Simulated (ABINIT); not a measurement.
# C (Fd-3m) in ABINIT: settings compared, part 2 of 2

ABINIT 10.8.3 (patched build). The steps go on from the part before.

**4. Equation of state, LDA**

File run.abi:

```
# Datasets: one volume each
ndtset 7
getwfk -1
scalecart1 3*0.9795861087
scalecart2 3*0.9864848297
scalecart3 3*0.9932883884
scalecart4 3*1.0000000000
scalecart5 3*1.0066227096
scalecart6 3*1.0131594038
scalecart7 3*1.0196128224

# Pseudopotentials
pp_dirpath "./"
pseudos "C.LDA_PW-JTH.xml"

# Structure
acell 3*1.0
rprim
     0.0000000000     3.3700808789     3.3700808789
     3.3700808789     0.0000000000     3.3700808789
     3.3700808789     3.3700808789     0.0000000000
ntypat 1
znucl 6
natom 2
typat 1 1
xred
     0.7500000000     0.7500000000     0.7500000000
     0.5000000000     0.5000000000     0.5000000000

# Plane-wave basis
ecut 408.170794 eV
pawecutdg 30.0

# k points
kptopt 1
ngkpt 13 13 13
nshiftk 1
shiftk 0.0 0.0 0.0

# Exchange and correlation
ixc 7

# Bands and occupations
nband 8
occopt 3
tsmear 0.00183747

# SCF cycle
nstep 100
tolvrs 1.0e-9

# Output
iomode 3
prtwf 1
prtden 0
prteig 0
prtebands 0
enunit 2
```

Potentials or basis: JTH PAW LDA v2.0.

On the command line:

```bash
abinit run.abi > log 2>&1
```

run.abo:

```text
.Version 10.8.3 of ABINIT
 DATASET    1 : space group Fd -3 m (#227); Bravais cF (face-center cubic)
================================================================================
 Values of the parameters that define the memory need for DATASET  1.
     intxc =       0    ionmov =       0      iscf =      17    lmnmax =       8
     lnmax =       4     mgfft =      18  mpssoang =       2    mqgrid =    3001
     natom =       2  nloc_mem =       2    nspden =       1   nspinor =       1
    nsppol =       1      nsym =      48    n1xccc =       1    ntypat =       1
    occopt =       3   xclevel =       1
       mpw =         206          nfft =        5832          nkpt =          84
 PAW method is used; the additional fine FFT grid is defined by:
   mgfftf=        24    nfftf =     13824
================================================================================
================================================================================
[... 71 lines left out ...]
 DATASET    7 : space group Fd -3 m (#227); Bravais cF (face-center cubic)
================================================================================
 Values of the parameters that define the memory need for DATASET  7.
     intxc =       0    ionmov =       0      iscf =      17    lmnmax =       8
     lnmax =       4     mgfft =      18  mpssoang =       2    mqgrid =    3001
     natom =       2  nloc_mem =       2    nspden =       1   nspinor =       1
    nsppol =       1      nsym =      48    n1xccc =       1    ntypat =       1
    occopt =       3   xclevel =       1
       mpw =         233          nfft =        5832          nkpt =          84
 PAW method is used; the additional fine FFT grid is defined by:
[... 1428 lines left out ...]
            acell      1.0000000000E+00  1.0000000000E+00  1.0000000000E+00 Bohr
           etotal1    -1.1526258026E+01
           etotal2    -1.1526774327E+01
           etotal3    -1.1526751701E+01
           etotal4    -1.1526255902E+01
           etotal5    -1.1525320724E+01
           etotal6    -1.1524007444E+01
           etotal7    -1.1522315829E+01
            fcart1    -1.0195445489E-29 -1.0195445489E-29  5.0977227447E-29
                       1.0195445489E-29  1.0195445489E-29 -5.0977227447E-29
            fcart2    -1.1210387715E-44  1.1210387715E-44 -4.0496585341E-29
                       1.1210387715E-44 -1.1210387715E-44  4.0496585341E-29
            fcart3    -8.0438405522E-29  4.0219202761E-29  6.5512219536E-46
                       8.0438405522E-29 -4.0219202761E-29 -6.5512219536E-46
            fcart4    -5.9923900640E-29  7.9898534187E-29 -1.9974633547E-29
                       5.9923900640E-29 -7.9898534187E-29  1.9974633547E-29
            fcart5     5.9529653036E-29  1.9843217679E-29 -5.9529653036E-29
                      -5.9529653036E-29 -1.9843217679E-29  5.9529653036E-29
[... 38 lines left out ...]
                       0.0000000000E+00  0.0000000000E+00  0.0000000000E+00
           xangst1     2.6204467163E+00  2.6204467163E+00  2.6204467163E+00
                       1.7469644775E+00  1.7469644775E+00  1.7469644775E+00
           xangst2     2.6389011743E+00  2.6389011743E+00  2.6389011743E+00
                       1.7592674496E+00  1.7592674496E+00  1.7592674496E+00
           xangst3     2.6571010680E+00  2.6571010680E+00  2.6571010680E+00
                       1.7714007120E+00  1.7714007120E+00  1.7714007120E+00
           xangst4     2.6750549982E+00  2.6750549982E+00  2.6750549982E+00
                       1.7833699988E+00  1.7833699988E+00  1.7833699988E+00
           xangst5     2.6927711106E+00  2.6927711106E+00  2.6927711106E+00
                       1.7951807404E+00  1.7951807404E+00  1.7951807404E+00
           xangst6     2.7102571271E+00  2.7102571271E+00  2.7102571271E+00
                       1.8068380847E+00  1.8068380847E+00  1.8068380847E+00
           xangst7     2.7275203768E+00  2.7275203768E+00  2.7275203768E+00
                       1.8183469179E+00  1.8183469179E+00  1.8183469179E+00
             xred      7.5000000000E-01  7.5000000000E-01  7.5000000000E-01
                       5.0000000000E-01  5.0000000000E-01  5.0000000000E-01
 Calculation completed.
```

It took 15 s on 1 thread of Arm Neoverse V2, shared host; peak memory 0.11 GiB.

Results:

* Equilibrium volume: 5.50 Å³/atom
* Bulk modulus: 470 GPa
* Pressure derivative of the bulk modulus: 3.8 (rough: it moves with the points fitted)

Energy against volume, from the lowest point:
```tsv
volume (Å³/atom)	energy (meV/atom)
5.332	7.02
5.445	0.00
5.558	0.31
5.672	7.05
5.785	19.78
5.899	37.65
6.012	60.66
```

Caveat: the cutoff is too short for stress, so the log's stress isn't used; pressures at fixed basis lie under the slope of the energies; the atomic spheres overlap.

**5. Equation of state, OLYP**

File run.abi:

```
# Datasets: one volume each
ndtset 7
getwfk -1
scalecart1 3*0.9795861087
scalecart2 3*0.9864848297
scalecart3 3*0.9932883884
scalecart4 3*1.0000000000
scalecart5 3*1.0066227096
scalecart6 3*1.0131594038
scalecart7 3*1.0196128224

# Pseudopotentials
pp_dirpath "./"
pseudos "C.upf"

# Structure
acell 2.5220660407 2.5220660407 2.5220660407 Angstrom
rprim
     0.0000000000     0.7071067812     0.7071067812
     0.7071067812     0.0000000000     0.7071067812
     0.7071067812     0.7071067812     0.0000000000
ntypat 1
znucl 6
natom 2
typat 1 1
xred
     0.7500000000     0.7500000000     0.7500000000
     0.5000000000     0.5000000000     0.5000000000

# Plane-wave basis
ecut 41.0

# k points
kptopt 1
ngkpt 13 13 13
nshiftk 1
shiftk 0.0 0.0 0.0

# Exchange and correlation
ixc -110131

# Bands and occupations
nband 8
occopt 3
tsmear 0.05 eV

# SCF cycle
nstep 100
tolvrs 1.0e-10

# Output
iomode 3
prtwf 1
prtden 0
prteig 0
prtebands 0
enunit 2
```

Potentials or basis: PseudoDojo NC SR PBE v0.4.1 standard.

On the command line:

```bash
abinit run.abi > log 2>&1
```

Wall time 68 s (1 thread of Arm Neoverse V2, shared host); peak memory 0.11 GiB.

The run converged. Its results:

```
Equilibrium volume                      : 5.54 Å³/atom
Bulk modulus                            : 453 GPa
Pressure derivative of the bulk modulus : 3.7
```

Energy against volume, from the lowest point:
| volume (Å³/atom) | energy (meV/atom) |
| --- | --- |
| 5.332 | 11.92 |
| 5.445 | 2.40 |
| 5.558 | 0.00 |
| 5.672 | 4.09 |
| 5.785 | 14.07 |
| 5.899 | 29.38 |
| 6.012 | 49.54 |

Caveat: pressures at fixed basis lie under the slope of the energies; the potentials were made for another functional, which shifts forces and pressure.

**6. Overview**

```tsv
task	level	potentials or basis	cutoff (eV)	fine-grid cutoff	V0 of scaled cells (Å³/atom)	B0 (GPa)
band structure	PBE	PseudoDojo NC SR PBE v0.4.1 standard	1116	-	-	-
equation of state	LDA-Teter	JTH PAW LDA v2.0	544	1088.46 eV	5.50	468
equation of state	LDA	JTH PAW LDA v2.0	408	816.342 eV	5.50	470
equation of state	OLYP	PseudoDojo NC SR PBE v0.4.1 standard	1116	-	5.54	453
```

Alike in all rows: no spin polarisation; cell as given; k mesh 13 × 13 × 13; smearing fermi-dirac 0.05 eV.

Caveats: pressures at fixed basis lie under the slope of the energies (some runs); the atomic spheres overlap (some runs); the potentials were made for another functional, which shifts forces and pressure (some runs).

Absolute energies hang on the potentials; compare differences alone.

**7. Against experiment**

Step 3. Against the measured bulk modulus of C, 444.8 GPa (quoted in “Equation of state of cubic boron nitride at high pressures and temperatures”, 2007, arxiv:cond-mat/0702656), the calculated 468 GPa is off by +5.3 %. 3 values of this kind are on record (442 to 444.8 GPa); this one was drawn at random among those near their median, those with a stated uncertainty first. The fit is for a static lattice scaled at fixed shape and fixed fractional positions. The cell as given is a measured one (5.67 Å³/atom); LDA-Teter puts the equilibrium volume -3.0 % from it, thermal expansion not counted.

Step 4. Measured bulk modulus of C: 442 GPa (quoted in “Equation of state of cubic boron nitride at high pressures and temperatures”, 2007, arxiv:cond-mat/0702656). This calculation gives 470 GPa (+6.4 %). 3 values of this kind are on record (442 to 444.8 GPa); this one was drawn at random among those near their median, those with a stated uncertainty first. The fit is for a static lattice scaled at fixed shape and fixed fractional positions. The cell as given is a measured one (5.67 Å³/atom); LDA puts the equilibrium volume -3.1 % from it, thermal expansion not counted.

Step 5. Against the measured bulk modulus of C, 442 GPa (quoted in “Equation of state of cubic boron nitride at high pressures and temperatures”, 2007, arxiv:cond-mat/0702656), the calculated 453 GPa is off by +2.5 %. 3 values of this kind are on record (442 to 444.8 GPa); this one was drawn at random among those near their median, those with a stated uncertainty first. The fit is for a static lattice scaled at fixed shape and fixed fractional positions.
